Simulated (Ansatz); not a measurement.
Phonons of BeS (F-43m)

```xyz
2
Lattice="0.0000 2.4190 2.4190 2.4190 0.0000 2.4190 2.4190 2.4190 0.0000" Properties=species:S:1:pos:R:3 pbc="T T T"
Be    0.0000    0.0000    0.0000
S     3.6284    3.6284    3.6284
```

The conventional cell has a = 4.838 Å, b = 4.838 Å, c = 4.838 Å, α = 90.00°, β = 90.00°, γ = 90.00°. Be (atom 1) has 4 S at 2.09 Å as nearest neighbours. S (atom 2) has 4 Be at 2.09 Å as nearest neighbours.

Computed, not measured; unless marked otherwise by PBEsol, all-electron LAPW in Ansatz 0.2.0, scalar-relativistic. k mesh 8×8×8, fixed occupations, basis error target 1 meV/atom. The cell was relaxed by PAW under this functional.

Atoms are displaced by 0.01 Å in the smallest supercells that hold the wave vectors of a 2×2×2 mesh. Negative values stand for unstable modes. The zone centre has no LO-TO term.

**Question.** What are the phonon energies at the solved wave vectors, in meV?

**Answer.** 

```tsv
q	point	modes (meV)
0.000 0.000 0.000	Gamma	71.50 (×3)
0.500 0.000 0.000	L	19.88 (×2), 45.67, 69.25 (×2), 76.52
0.500 0.500 0.000	X	28.09 (×2), 45.95, 64.94 (×2), 82.11
```

**Question.** Is the structure dynamically stable at these wave vectors?

**Answer.** Yes, no mode is unstable there; wave vectors off this mesh aren't tested.

**Question.** How do the optical zone-centre modes decompose, and which are active?

**Answer.** Point group -43m: Γ_opt = T2.

| label | meV | activity | mostly |
| --- | --- | --- | --- |
| T2 | 71.50 | IR and Raman | Be (78 %) |

**Question.** How well do frozen-core PAW files reproduce these all-electron values?

**Answer.** With a cutoff of 420 eV and displacements of 0.0025 Å, the r.m.s. difference over the modes is 0.4 cm⁻¹; the largest difference is 524.4 (PAW) against 523.8 cm⁻¹ (LAPW).

**Question.** The cell is scaled evenly to 27.459 and 29.158 Å³ (from 28.309), with free atoms relaxed and the shape held. What are the mode Grüneisen parameters γ = −d ln ω/d ln V?

**Answer.** For the highest mode, 681.8 cm⁻¹ in the small cell and 643.8 in the large one give γ ≈ 0.96. From the change of the dynamical matrix on each mode:

```csv
point,cm⁻¹,γ
Gamma,576.6,1.44
L,160.3,-0.33
L,368.4,0.94
L,558.5,1.62
L,617.2,1.11
X,226.6,-0.30
X,370.6,1.07
X,523.8,1.90
X,662.2,0.96
```

Weighted by the modes' heat capacities at 300 K, the mean on this mesh is 0.67; it moves with the q mesh, and a coarse one overweights the zone boundary. Rows under −0.05 (2 here) are modes that soften under compression and pull towards negative thermal expansion.

**Question.** Linear response on PAW files adds the field. What are the dielectric tensor, the Born charges and the LO shift?

**Answer.** ε∞ = (5.38, 5.38, 5.38) along x, y, z with local fields. Born charges (xx, yy, zz): Be1 (1.58, 1.58, 1.58); S2 (-1.58, -1.58, -1.58). The highest zone-centre mode lies at 577.1 cm⁻¹ without the macroscopic field and at 669.4 cm⁻¹ with it, for q along x. Lyddane-Sachs-Teller then gives ε₀ = ε∞ (ω_LO/ω_TO)² = 7.24. With the ions free to follow the field, the program's ε₀ is (7.24, 7.24, 7.24).

Keep in mind: the frozen-core PAW files of the compared runs were fitted under PBE, their cores solved anew for this functional; semilocal gaps are low, and ε∞ tends to come out large.
